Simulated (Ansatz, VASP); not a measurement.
**One calculation of P, two programs**

```
P
1.0
     1.65500   -5.25000    0.00000
     1.65500    5.25000    0.00000
     0.00000    0.00000    4.38000
P
4
Direct
  0.09800 0.90200 0.91000
  0.59800 0.40200 0.59000
  0.90200 0.09800 0.09000
  0.40200 0.59800 0.41000
```

Alike in both runs: task single point; functional PBE; k mesh 6 × 6 × 4; occupations gaussian, width 0.1 eV; no spin polarisation.

|  | VASP | Ansatz |
| --- | --- | --- |
| version | VASP 6.6.1 | Ansatz 0.2.0 |
| potentials or method | VASP PAW PBE potentials, release 64 (P) | scalar-relativistic, plane waves, PAW |
| plane-wave cutoff (eV) | 520 | 420 |
| valence electrons in the cell | 20 | 20 |

```csv
,VASP,Ansatz,Ansatz less VASP
gap on the k mesh at the Fermi level (eV),0.12,0.13,+0.012
least direct gap on the mesh (eV),0.12,0.13,+0.012
pressure (GPa),5.9,6.3,+0.38
largest component of the traceless stress (GPa),1.28,1.24,-0.037
rms of the force components (eV/Å),0.541,0.570,+0.0287
```

Atom by atom the forces differ by 0.030 eV/Å (rms over components). With one functional, cell and mesh, what is left measures potentials, basis and numerics.
